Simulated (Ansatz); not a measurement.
Below is a relaxed structure of As. The cell was found from a structure generator's guess, not taken from experiment.

Method: DFT PBE, scalar-relativistic, plane waves, PAW in Ansatz. Cutoff 420 eV, Γ-centred mesh, Gaussian smearing, no spin polarisation.

```xyz
1
Lattice="-1.3674 1.3674 2.6580 1.3674 -1.3674 2.6580 1.3674 1.3674 -2.6580" Properties=species:S:1:pos:R:3 pbc="T T T"
As    0.0000    0.0000    0.0000
```

Energies count from the standard state of As at the same level.

Question: What space group does it have?

Answer: I4/mmm (No. 139). Conventional cell: a = 2.735 Å, c = 5.316 Å. As has 4 As at 2.73 Å.

Question: How far does it lie from the standard state of As?

Answer: +0.48 eV/atom. So it is a metastable form at best.

Question: Is it a metal?

Answer: Yes, bands cross the Fermi level on the 22×22×22 mesh.

The last run used a 22×22×22 mesh for its 1-atom cell and Gaussian smearing of 0.10 eV. Weakly bound directions are ill-defined at this level, which has no dispersion term. The reference form of As is held partly by dispersion forces, which this level lacks. A structure relaxed within its symmetry needn't be a true minimum.
